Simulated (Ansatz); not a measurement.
Geometry optimisation in Ansatz: input, command and trajectory.

```yaml
crystal:
  lattice:
    - [3.5123704853, 0.0, 0.0]
    - [0.0, 3.5123704853, 0.0]
    - [0.0, 0.0, 5.3775217319]
  atoms:
    - { symbol: Zr, position: [0.0, 0.0, 0.0] }
    - { symbol: Zr, position: [0.5, 0.5, 0.5] }
    - { symbol: O, position: [0.0, 0.5, 0.3053032366] }
    - { symbol: O, position: [0.0, 0.5, 0.8053032366] }
    - { symbol: O, position: [0.5, 0.0, 0.6946967634] }
    - { symbol: O, position: [0.5, 0.0, 0.1946967634] }
basis:
  ecutwfc: 420
kpoints:
  mp_grid: { grid: [6, 6, 4] }
hamiltonian:
  xc: pbe
scf:
  occupations: { method: gaussian, width: 0.02 }
output:
  forces: true
  stress: true
  eigenvalues: true
  write_density: true
  write_potential: true
  elf: true
  volumetric_format: npy
relax:
  adjacent_minimum: "off"
  f_tol: 0.008
  max_steps: 40
  cell: { stress_tol: 0.015, fix: [a, b, gamma] }
```

```bash
ansatz run input.yaml --threads 1 --pin off --max-ram 2560MiB --backend cpu --events-out ev --progress --plain --runs-dir out
```

All numbers below come from DFT PBE, scalar-relativistic, plane waves, PAW (Ansatz 0.2.0).

Of 6 frames 5 are shown, positions in Å and forces in eV/Å; the SCF threshold varies from step to step. Steps run on the plane waves of an earlier cell, with a Pulay correction in the pressure. The basis is chosen afresh for the last frame, the zero of the energies, and at times for earlier ones too; energy and pressure step there, also at an unchanged geometry.

```xyz
6
Lattice="3.5124 0.0000 0.0000 0.0000 3.5124 0.0000 0.0000 0.0000 5.3775" Properties=species:S:1:pos:R:3:forces:R:3 pbc="T T T" step=1 free_energy_over_end_meV_per_atom=0.07 pressure_GPa=11.35
Zr    0.0000    0.0000    0.0000    0.0000    0.0000    0.0000
Zr    1.7562    1.7562    2.6888    0.0000    0.0000    0.0000
O     0.0000    1.7562    1.6418    0.0000    0.0000   -0.0205
O     0.0000    1.7562    4.3305    0.0000    0.0000   -0.0205
O     1.7562    0.0000    3.7357    0.0000    0.0000    0.0205
O     1.7562    0.0000    1.0470    0.0000    0.0000    0.0205
6
Lattice="3.5124 0.0000 0.0000 0.0000 3.5124 0.0000 0.0000 0.0000 5.3725" Properties=species:S:1:pos:R:3:forces:R:3 pbc="T T T" step=2 free_energy_over_end_meV_per_atom=-0.01 pressure_GPa=11.49
Zr    0.0000    0.0000    0.0000    0.0000    0.0000    0.0000
Zr    1.7562    1.7562    2.6862    0.0000    0.0000    0.0000
O     0.0000    1.7562    1.6386    0.0000    0.0000   -0.0198
O     0.0000    1.7562    4.3249    0.0000    0.0000   -0.0198
O     1.7562    0.0000    3.7339    0.0000    0.0000    0.0198
O     1.7562    0.0000    1.0476    0.0000    0.0000    0.0198
6
Lattice="3.5124 0.0000 0.0000 0.0000 3.5124 0.0000 0.0000 0.0000 5.3674" Properties=species:S:1:pos:R:3:forces:R:3 pbc="T T T" step=3 free_energy_over_end_meV_per_atom=-0.09 pressure_GPa=11.45
Zr    0.0000    0.0000    0.0000    0.0000    0.0000    0.0000
Zr    1.7562    1.7562    2.6837    0.0000    0.0000    0.0000
O     0.0000    1.7562    1.6325    0.0000    0.0000   -0.0002
O     0.0000    1.7562    4.3162    0.0000    0.0000   -0.0002
O     1.7562    0.0000    3.7349    0.0000    0.0000    0.0002
O     1.7562    0.0000    1.0512    0.0000    0.0000    0.0002
6
Lattice="3.5124 0.0000 0.0000 0.0000 3.5124 0.0000 0.0000 0.0000 5.3674" Properties=species:S:1:pos:R:3:forces:R:3 pbc="T T T" step=4 free_energy_over_end_meV_per_atom=0.00 pressure_GPa=11.43
Zr    0.0000    0.0000    0.0000    0.0000    0.0000    0.0000
Zr    1.7562    1.7562    2.6837    0.0000    0.0000    0.0000
O     0.0000    1.7562    1.6325    0.0000    0.0000   -0.0003
O     0.0000    1.7562    4.3162    0.0000    0.0000   -0.0003
O     1.7562    0.0000    3.7349    0.0000    0.0000    0.0003
O     1.7562    0.0000    1.0512    0.0000    0.0000    0.0003
6
Lattice="3.5124 0.0000 0.0000 0.0000 3.5124 0.0000 0.0000 0.0000 5.3661" Properties=species:S:1:pos:R:3:forces:R:3 pbc="T T T" step=6 free_energy_over_end_meV_per_atom=0.00 pressure_GPa=11.46
Zr    0.0000    0.0000    0.0000    0.0000    0.0000    0.0000
Zr    1.7562    1.7562    2.6831    0.0000    0.0000    0.0000
O     0.0000    1.7562    1.6317    0.0000    0.0000   -0.0003
O     0.0000    1.7562    4.3148    0.0000    0.0000   -0.0003
O     1.7562    0.0000    3.7344    0.0000    0.0000    0.0003
O     1.7562    0.0000    1.0513    0.0000    0.0000    0.0003
```

Time: 23 s on 1 thread of Arm Neoverse V1, on a shared host, peak memory 0.35 GiB.